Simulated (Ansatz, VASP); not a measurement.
NaF in VASP and in Ansatz

The input INCAR:

```
SYSTEM = NaF
  PREC = Accurate
  ENCUT = 520
  EDIFF = 1E-6
  ISMEAR = 0
  SIGMA = 0.02
  LREAL = .False.
  LASPH = .True.
  NELM = 100
  ALGO = Normal
  ISIF = 2
  LWAVE = .False.
  LCHARG = .True.
  GGA = PE
  LELF = .True.
  LVHAR = .True.
  NBANDS = 14
```

Contents of KPOINTS:

```
Automatic mesh
0
Gamma
  10 10 10
  0 0 0
```

File POSCAR:

```
NaF
1.0
    0.0000000000      2.2149114076      2.2149114076
    2.2149114076      0.0000000000      2.2149114076
    2.2149114076      2.2149114076      0.0000000000
Na F
1 1
Direct
    0.0000000000      0.0000000000      0.0000000000
    0.5000000000      0.5000000000      0.5000000000
```

Input for Ansatz:

```yaml
crystal:
  lattice:
    - [0.0, 2.2149114076, 2.2149114076]
    - [2.2149114076, 0.0, 2.2149114076]
    - [2.2149114076, 2.2149114076, 0.0]
  atoms:
    - { symbol: Na, position: [0.0, 0.0, 0.0] }
    - { symbol: F, position: [0.5, 0.5, 0.5] }
basis:
  ecutwfc: 420
kpoints:
  mp_grid: { grid: [10, 10, 10] }
  band_path: { path: [VBM, CBM], npoints: 2 }
hamiltonian:
  xc: pbe
scf:
  occupations: { method: gaussian, width: 0.02 }
output:
  forces: true
  stress: true
  eigenvalues: true
checkpoint:
  read: start.run
  write: ck
  compress: false
  write_wavefunctions: false
  write_every: 100000
```

Alike in both runs: task single point; functional PBE; k mesh 10 × 10 × 10; occupations gaussian, width 0.02 eV; no spin polarisation.

|  | VASP | Ansatz |
| --- | --- | --- |
| version | VASP 6.6.1 | Ansatz 0.2.0 |
| potentials or method | VASP PAW PBE potentials, release 64 (Na_pv, F) | scalar-relativistic, plane waves, PAW |
| plane-wave cutoff (eV) | 520 | 420 |
| valence electrons in the cell | 14 | 16 |

Ansatz gave:

```
gap on the k mesh at the Fermi level (eV) : 7.12
least direct gap on the mesh (eV)         : 7.12
pressure (GPa)                            : 12.0
```

Question: What did VASP give for the same quantities?

Answer: gap on the k mesh at the Fermi level (eV): 7.10; least direct gap on the mesh (eV): 7.10; pressure (GPa): 12.0.

The two sets of potentials don't hold the same shells in valence.

A k mesh can miss the band edges.
